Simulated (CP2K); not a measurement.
# TiAl under changes of volume

One of the cells (16.065 Å³/atom); the others are scaled copies at fixed shape and fractional positions:

```xyz
2
Lattice="3.1791 0.0000 0.0000 0.0000 3.1791 0.0000 0.0000 0.0000 3.1791" Properties=species:S:1:pos:R:3 pbc="T T T"
Ti    0.0000    0.0000    0.0000
Al    1.5895    1.5895    1.5895
```

The cell comes from a database or a generator and needn't be the stable form of this composition.

```yaml
Program: CP2K 2026.2
Functional: r2SCAN
Potentials_or_basis: POTENTIAL_UZH Ti GTH-SCAN-q12, Al GTH-SCAN-q3; TZVP-MOLOPT-SCAN-GTH basis
Density_cutoff: 9184 eV
k_mesh: 8 × 8 × 8
Occupations: fermi-dirac, width 0.05 eV
Spin: no spin polarisation
```

| volume (Å³/atom) | energy over the lowest point (meV/atom) | pressure (GPa) |
| --- | --- | --- |
| 15.101 | 18.49 | 7.3 |
| 15.422 | 6.92 | 4.4 |
| 15.743 | 0.93 | 1.7 |
| 16.065 | 0.00 | -0.7 |
| 16.386 | 3.71 | -2.9 |
| 16.707 | 11.61 | -4.9 |
| 17.028 | ? | ? |

**Question.** What does the run at 17.028 Å³/atom give?

**Answer.** Energy over the lowest point 23.32 meV/atom; pressure -6.7 GPa.

Worked out: A Birch-Murnaghan fit of order 3 (a polynomial in V^(-2/3)) to the other rows has its minimum at 15.96 Å³/atom with B0 = V·E''(V) = 118 GPa and B' = 3.7. It gives 23.34 meV/atom at 17.028 Å³/atom, against the run's 23.32, and -dE/dV = -6.8 GPa, against -6.7.

Energies are extrapolated to zero smearing.

Caveats: the basis of atomic orbitals isn't converged, which shifts pressures, moduli and gaps.
